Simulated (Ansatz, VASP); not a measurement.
**Al30In10Ga10As20O49 (amorphous Al2O3 against InGaAs(110), +4 O) in two plane-wave programs**

Aim: how closely do two programs agree when they are given the same cell, functional and k mesh? The structure shown is the start of the Ansatz relaxation below; VASP solves that cell, so the two are compared at the walk's first step.

Method: plane waves, with VASP 6.6.1 beside it; single point at PBE, in Ansatz 0.2.0.

**1. The structure**

The cell holds 119 atoms: 10 In, 20 As, 10 Ga, 30 Al and 49 O. Its edges and angles: a = 11.900 Å, b = 8.415 Å, c = 19.486 Å, α = 90.0°, β = 90.0°, γ = 90.0°. It derives from InGaAs2 (5 planes of zincblende GaAs(110)). A slab of 5 planes of zincblende GaAs(110) (starting lattice constant a = 5.95 A), 11.90 x 8.41 A in plane, 50 % of Ga replaced at random by In. 79 atoms (30 Al, 49 O) packed at random between the slab and its periodic image at 3.05 g/cm^3 (a layer of 8.7 A) and pushed apart as soft spheres. Langevin MD at fixed cell with the MACE-MP-0b2 small potential (Batatia et al., arXiv:2401.00096), steps of 1.5 fs: 0.63 ps at 3000 K with the crystal held, 3000 to 550 K in 1.8 ps with the crystal held, 550 to 300 K in 0.9 ps with its inner planes held; soft walls kept the melt out of the crystal while it was held. Then all atoms and the cell's height relaxed. The structure's axis is c.

**2. Ansatz: relaxation, PBE**

Ansatz runs on its default PAW (the set named soft_2) files.

The two programs are compared at the cell with which this relaxation starts, whose forces are those of its first step.

input.yaml reads:

```yaml
crystal:
  lattice:
    - [11.9, 0.0, 0.0]
    - [0.0, 8.41457, 0.0]
    - [0.0, 0.0, 19.4858]
  atoms:
    - { symbol: In, position: [0.99865, 0.02241, 0.372] }
    - { symbol: As, position: [0.11916, 0.9988, 0.04282] }
    - { symbol: Ga, position: [0.227, 0.75083, 0.05904] }
    - { symbol: As, position: [0.38219, 0.76897, 0.15066] }
    - { symbol: In, position: [0.27208, 0.22957, 0.0508] }
    - { symbol: As, position: [0.40254, 0.26397, 0.15875] }
    - { symbol: In, position: [0.99702, 0.01934, 0.15349] }
    - { symbol: As, position: [0.1283, 0.01939, 0.26238] }
    - { symbol: Ga, position: [0.99761, 0.5067, 0.15575] }
    - { symbol: As, position: [0.12262, 0.51567, 0.26111] }
    - { symbol: In, position: [0.26072, 0.26664, 0.26233] }
    - { symbol: As, position: [0.38784, 0.25015, 0.37308] }
    - { symbol: In, position: [0.2584, 0.76799, 0.26353] }
    - { symbol: As, position: [0.38035, 0.78926, 0.37698] }
    - { symbol: Ga, position: [0.00432, 0.51679, 0.36668] }
    - { symbol: As, position: [0.11568, 0.48389, 0.05336] }
    - { symbol: As, position: [0.09226, 0.02201, 0.49236] }
    - { symbol: In, position: [0.23827, 0.78793, 0.49002] }
    - { symbol: In, position: [0.27328, 0.20393, 0.48745] }
    - { symbol: As, position: [0.1388, 0.5015, 0.46501] }
    - { symbol: Ga, position: [0.51755, 0.01739, 0.36932] }
    - { symbol: As, position: [0.62661, 0.02678, 0.04677] }
    - { symbol: Ga, position: [0.75612, 0.78854, 0.05724] }
    - { symbol: As, position: [0.87836, 0.75456, 0.16017] }
    - { symbol: Ga, position: [0.76567, 0.274, 0.02924] }
    - { symbol: As, position: [0.86512, 0.2765, 0.14785] }
    - { symbol: Ga, position: [0.51469, 0.01107, 0.15487] }
    - { symbol: As, position: [0.63647, 0.01286, 0.2611] }
    - { symbol: Ga, position: [0.50647, 0.52484, 0.15445] }
    - { symbol: As, position: [0.63206, 0.5206, 0.25827] }
[... 83 atom lines left out ...]
    - { symbol: O, position: [0.3247, 0.76041, 0.98171] }
    - { symbol: O, position: [0.09508, 0.16531, 0.9018] }
    - { symbol: O, position: [0.20268, 0.03568, 0.78051] }
    - { symbol: O, position: [0.72375, 0.61641, 0.86476] }
    - { symbol: O, position: [0.80604, 0.72194, 0.57956] }
    - { symbol: O, position: [0.71938, 0.03709, 0.88146] }
kpoints:
  mp_grid: { grid: [1, 1, 1] }
hamiltonian:
  xc: pbe
scf:
  occupations: { method: fermi_dirac, width: 0.025 }
output:
  forces: true
relax:
  f_tol: 0.08
  max_steps: 90
  cell: { fix: [a, b, alpha, beta, gamma] }
```

The run is started by

```console
$ ansatz run input.yaml --threads 8 --pin off --max-ram 15872MiB --backend cpu --events-out ev --progress --plain --runs-dir out
```

Numbers of over 12 decimals in the logs are rounded to 6 here.

The log of the run:

```text
Engine: ansatz 0.2.0, aarch64-unknown-linux-gnu
Pseudopotentials: kind: paw
Pseudopotential: In, paw, valence charge 13, recommended cutoff 420 eV (normal), In.paw.azcp
Pseudopotential: As, paw, valence charge 15, recommended cutoff 420 eV (normal), As.paw.azcp
Pseudopotential: Ga, paw, valence charge 13, recommended cutoff 420 eV (normal), Ga.paw.azcp
Pseudopotential: Al, paw, valence charge 3, recommended cutoff 420 eV (normal), Al.paw.azcp
Pseudopotential: O, paw, valence charge 6, recommended cutoff 420 eV (normal), O.paw.azcp
Functional definition: PBE
  parameter kappa = 0.804
  parameter beta = 0.066725
  exchange = pbe_x(kappa = kappa, mu = beta*pi^2/3)
  correlation = pbe_c(beta = beta)
Crystal: 119 atoms, lattice volume = 1951.179 Å³
Basis set: ecut = 420 eV, 38143 PW (Γ), exchange–correlation on 160×120×270 points (8 copies of the dense FFT grid, shifted against one another)
Bands: 591, of which v1, the nominal top of the filled ones, is band 472 counted from 1 (471 counted from 0)
Symmetry: 1 space group operations
Space group: P1 (ITA 1), of the structure as read, at distance tolerance 1.2e-4 Å
k-points: 1
Non-local potential: In, projectors of the file, l = 0: 2, l = 1: 2, l = 2: 2, l = 3: 2
Non-local potential: As, projectors of the file, l = 0: 2, l = 1: 2, l = 2: 3, l = 3: 1
Non-local potential: Ga, projectors of the file, l = 0: 2, l = 1: 2, l = 2: 3, l = 3: 1
Non-local potential: Al, projectors of the file, l = 0: 2, l = 1: 2, l = 2: 1
Non-local potential: O, projectors of the file, l = 0: 2, l = 1: 2, l = 2: 1
PAW form: soft (Blöchl's): semilocal exchange-correlation on the pseudo side does not see the compensation charge
PAW one-centre angular grid: In, 590 points (default); XC on 64 Gauss nodes
PAW one-centre angular grid: As, 590 points (default); XC on 64 Gauss nodes
PAW one-centre angular grid: Ga, 590 points (default); XC on 64 Gauss nodes
PAW one-centre angular grid: Al, 110 points (default); XC on 64 Gauss nodes
PAW one-centre angular grid: O, 110 points (default); XC on 64 Gauss nodes
Initial density: superposition of atomic densities (neutral atoms: chi_scale 0, normalization atom), corrected by the library's trained network
Initial wavefunctions: pseudopotential atomic-orbital guess
Functional: x = pbe(κ = 0.804, μ = 0.219515), c = pbe(β = 0.066725)
SCF iter   1: F=—  HF=-234951.916042 eV  |F-HF|=—  |Δ(HF+E_count)|=         —  Δρ=4.68e-3  dr2=2.61e0  ethr=1.77e-3  ⟨swp⟩=6.0  Hψ=2428  notcnv=0  defer=36
preconditioner: auto → LDOS  [insulator: Δε(μ)=0.063 eV  Ē_g=14.005 eV  σ=0.025 eV  W_gap=0.56  n_scr=464 (ndim 8)  ℏωp=22.9 eV  f_vac=0.077  D(μ)=27.80/eV (n_scr^D=126)  ε∞_Penn≈3.7  β→1.0]
SCF iter   2: F=—  HF=-234951.731119 eV  |F-HF|=—  |Δ(HF+E_count)|=   1.85e-1  Δρ=6.18e-3  dr2=1.73e0  ethr=2.76e-4  ⟨swp⟩=2.0  Hψ=894  notcnv=0  defer=112
SCF iter   3: F=—  HF=-234951.426101 eV  |F-HF|=—  |Δ(HF+E_count)|=   3.05e-1  Δρ=2.08e-3  dr2=1.76e-1  ethr=1.83e-4  ⟨swp⟩=2.0  Hψ=838  notcnv=0  defer=112
SCF iter   4: F=—  HF=-234951.413331 eV  |F-HF|=—  |Δ(HF+E_count)|=   1.28e-2  Δρ=1.63e-3  dr2=7.01e-2  ethr=1.86e-5  ⟨swp⟩=2.0  Hψ=858  notcnv=0  defer=112
SCF iter   5: F=—  HF=-234951.402403 eV  |F-HF|=—  |Δ(HF+E_count)|=   1.09e-2  Δρ=8.12e-4  dr2=2.15e-2  ethr=7.42e-6  ⟨swp⟩=2.0  Hψ=851  notcnv=0  defer=112
SCF iter   6: F=—  HF=-234951.399725 eV  |F-HF|=—  |Δ(HF+E_count)|=   2.68e-3  Δρ=3.97e-4  dr2=5.73e-3  ethr=2.28e-6  ⟨swp⟩=2.0  Hψ=840  notcnv=0  defer=112
SCF iter   7: F=—  HF=-234951.399124 eV  |F-HF|=—  |Δ(HF+E_count)|=   6.01e-4  Δρ=2.00e-4  dr2=1.48e-3  ethr=6.07e-7  ⟨swp⟩=2.0  Hψ=841  notcnv=0  defer=112
SCF iter   8: F=—  HF=-234951.399027 eV  |F-HF|=—  |Δ(HF+E_count)|=   9.70e-5  Δρ=9.70e-5  dr2=3.67e-4  ethr=1.56e-7  ⟨swp⟩=2.0  Hψ=817  notcnv=0  defer=112
SCF iter   9: F=—  HF=-234951.399012 eV  |F-HF|=—  |Δ(HF+E_count)|=   1.47e-5  Δρ=6.06e-5  dr2=1.43e-4  ethr=3.89e-8  ⟨swp⟩=2.0  Hψ=824  notcnv=0  defer=112
SCF iter  10: F=—  HF=-234951.398993 eV  |F-HF|=—  |Δ(HF+E_count)|=   1.88e-5  Δρ=3.14e-5  dr2=4.82e-5  ethr=1.51e-8  ⟨swp⟩=2.0  Hψ=824  notcnv=0  defer=112
SCF iter  11: F=—  HF=-234951.399580 eV  |F-HF|=—  |Δ(HF+E_count)|=   5.86e-4  Δρ=1.95e-5  dr2=1.61e-5  ethr=5.11e-9  ⟨swp⟩=2.0  Hψ=963  notcnv=0  defer=112
SCF iter  12: F=—  HF=-234951.399579 eV  |F-HF|=—  |Δ(HF+E_count)|=   1.07e-6  Δρ=1.10e-5  dr2=5.20e-6  ethr=1.71e-9  ⟨swp⟩=2.0  Hψ=824  notcnv=0  defer=112
SCF iter  13: F=—  HF=-234951.399578 eV  |F-HF|=—  |Δ(HF+E_count)|=   1.45e-7  Δρ=6.49e-6  dr2=2.05e-6  ethr=5.51e-10  ⟨swp⟩=2.0  Hψ=824  notcnv=0  defer=112
SCF iter  14: F=—  HF=-234951.399578 eV  |F-HF|=—  |Δ(HF+E_count)|=   7.54e-8  Δρ=4.59e-6  dr2=9.30e-7  ethr=2.18e-10  ⟨swp⟩=2.0  Hψ=808  notcnv=0  defer=112
SCF iter  15: F=—  HF=-234951.399578 eV  |F-HF|=—  |Δ(HF+E_count)|=   8.53e-8  Δρ=2.77e-6  dr2=3.41e-7  ethr=9.85e-11  ⟨swp⟩=2.0  Hψ=809  notcnv=0  defer=112
[...]
- { symbol: In, position: [0.266990, 0.752409, 0.266133] }
    - { symbol: As, position: [0.383609, 0.779575, 0.380815] }
    - { symbol: Ga, position: [0.00628161, 0.503424, 0.361650] }
    - { symbol: As, position: [0.112620, 0.467385, 0.047978] }
    - { symbol: As, position: [0.086476, 0.010551, 0.502179] }
    - { symbol: In, position: [0.211171, 0.760644, 0.478806] }
    - { symbol: In, position: [0.295428, 0.139196, 0.504205] }
    - { symbol: As, position: [0.156826, 0.462922, 0.449648] }
    - { symbol: Ga, position: [0.527784, 0.00402099, 0.368147] }
    - { symbol: As, position: [0.635870, -0.023046, 0.051083] }
    - { symbol: Ga, position: [0.784414, 0.769957, 0.055810] }
    - { symbol: As, position: [0.890513, 0.733507, 0.162263] }
    - { symbol: Ga, position: [0.777728, 0.202554, 0.040740] }
    - { symbol: As, position: [0.871450, 0.242000, 0.153882] }
    - { symbol: Ga, position: [0.512007, -0.00524583, 0.155993] }
    - { symbol: As, position: [0.637919, -0.00886942, 0.259377] }
    - { symbol: Ga, position: [0.521052, 0.499135, 0.145959] }
    - { symbol: As, position: [0.637416, 0.500751, 0.252916] }
    - { symbol: Ga, position: [0.752217, 0.245034, 0.256142] }
    - { symbol: As, position: [0.871902, 0.272457, 0.358874] }
    - { symbol: Ga, position: [0.763511, 0.743258, 0.262870] }
    - { symbol: As, position: [0.882759, 0.748974, 0.368224] }
    - { symbol: In, position: [0.502997, 0.511070, 0.361005] }
    - { symbol: As, position: [0.648911, 0.555349, 0.041166] }
    - { symbol: As, position: [0.616276, 0.021064, 0.480876] }
    - { symbol: In, position: [0.743515, 0.767025, 0.472508] }
    - { symbol: In, position: [0.741954, 0.279067, 0.468023] }
    - { symbol: As, position: [0.598613, 0.523716, 0.477837] }
    - { symbol: Al, position: [0.096661, 0.192268, 0.815846] }
    - { symbol: Al, position: [0.587767, 0.020216, 0.742152] }
    - { symbol: Al, position: [0.966998, 0.403868, 0.719900] }
    - { symbol: Al, position: [0.821404, 0.529634, 0.607488] }
    - { symbol: Al, position: [0.091101, 0.551527, 0.853847] }
    - { symbol: Al, position: [0.683677, 0.336036, 0.693480] }
    - { symbol: Al, position: [0.849822, 0.972035, 0.922838] }
    - { symbol: Al, position: [0.685315, 0.671785, 0.777106] }
    - { symbol: Al, position: [0.087327, 0.688810, 0.640481] }
    - { symbol: Al, position: [0.355462, 0.093749, 0.791892] }
    - { symbol: Al, position: [0.287395, 0.421415, 0.802099] }
    - { symbol: Al, position: [0.595918, 0.570645, 0.921051] }
    - { symbol: Al, position: [0.423849, 0.912523, 0.943635] }
    - { symbol: Al, position: [0.900031, 0.221052, 0.613457] }
    - { symbol: Al, position: [0.845577, 0.496004, 0.862688] }
    - { symbol: Al, position: [0.943400, 0.780483, 0.772561] }
    - { symbol: Al, position: [0.338540, 0.596738, 0.939013] }
    - { symbol: Al, position: [0.314014, 0.649398, 0.648368] }
    - { symbol: Al, position: [0.428879, 0.747397, 0.801864] }
    - { symbol: Al, position: [0.649754, 0.221025, 0.868576] }
    - { symbol: Al, position: [0.171143, 0.847169, 0.765463] }
    - { symbol: Al, position: [0.769878, 0.877155, 0.643375] }
    - { symbol: Al, position: [0.497560, 0.361233, 0.759014] }
    - { symbol: Al, position: [0.418635, 0.278592, 0.931492] }
    - { symbol: Al, position: [0.392461, 0.260968, 0.641908] }
    - { symbol: Al, position: [0.532515, 0.568172, 0.596374] }
    - { symbol: Al, position: [0.00661286, 0.299197, 0.957495] }
    - { symbol: Al, position: [0.140553, 0.368199, 0.609342] }
    - { symbol: Al, position: [0.482189, 0.943991, 0.630986] }
    - { symbol: Al, position: [0.832819, 0.129359, 0.803613] }
    - { symbol: O, position: [0.544220, 0.261573, 0.679787] }
    - { symbol: O, position: [0.239565, 0.557421, 0.874352] }
    - { symbol: O, position: [0.336992, 0.260035, 0.856155] }
    - { symbol: O, position: [0.349112, 0.278046, 0.733606] }
    - { symbol: O, position: [0.573707, 0.808858, 0.780260] }
    - { symbol: O, position: [0.894116, 0.156787, 0.972689] }
    - { symbol: O, position: [0.783054, 0.312631, 0.848938] }
    - { symbol: O, position: [0.087474, 0.433749, 0.529638] }
    - { symbol: O, position: [0.079848, 0.749566, 0.825732] }
    - { symbol: O, position: [0.133130, 0.398511, 0.789753] }
    - { symbol: O, position: [0.537308, 0.174784, 0.808510] }
    - { symbol: O, position: [0.386086, 0.924424, 0.850976] }
    - { symbol: O, position: [0.847943, 0.357550, 0.550136] }
    - { symbol: O, position: [0.416797, 0.531608, 0.783787] }
    - { symbol: O, position: [0.053199, 0.829077, 0.706189] }
    - { symbol: O, position: [0.561252, 0.356742, 0.913623] }
    - { symbol: O, position: [0.210829, 0.757619, 0.592514] }
    - { symbol: O, position: [0.853722, 0.032534, 0.618564] }
    - { symbol: O, position: [0.183298, 0.526999, 0.664711] }
    - { symbol: O, position: [0.830223, 0.359254, 0.678078] }
    - { symbol: O, position: [0.436596, 0.997417, 0.717292] }
    - { symbol: O, position: [0.030400, 0.272798, 0.651959] }
    - { symbol: O, position: [0.563496, 0.889377, 0.979065] }
    - { symbol: O, position: [0.448093, 0.746909, 0.611648] }
[...]
- { symbol: O, position: [0.297562, 0.751341, 0.736603] }
    - { symbol: O, position: [0.796612, 0.774924, 0.727922] }
    - { symbol: O, position: [0.323581, 0.776132, 0.982761] }
    - { symbol: O, position: [0.094321, 0.196567, 0.903660] }
    - { symbol: O, position: [0.198018, 0.050633, 0.783180] }
    - { symbol: O, position: [0.720322, 0.620965, 0.867563] }
    - { symbol: O, position: [0.797050, 0.729741, 0.577876] }
    - { symbol: O, position: [0.723451, 0.045789, 0.885131] }
```

Reading the cycles: dr2 is the Hartree energy of the density residual (eV), the measure of convergence; HF is the Harris–Foulkes estimate of the energy, which meets the free energy F at convergence.

[end of part 1 of 2]

[Lines on the potential files, build, host, timing and source positions are cut from VASP's logs without a mark.]

[Logs are printed without paths, hosts, clocks, repeated set-up lines and the standing remarks that a program may print on its own settings, such as how far it seeks lower states.]

[Hosts, paths, dates, database ids (printed as entryN), source tags and the programs' standing remarks are cut or masked in the printed files.]
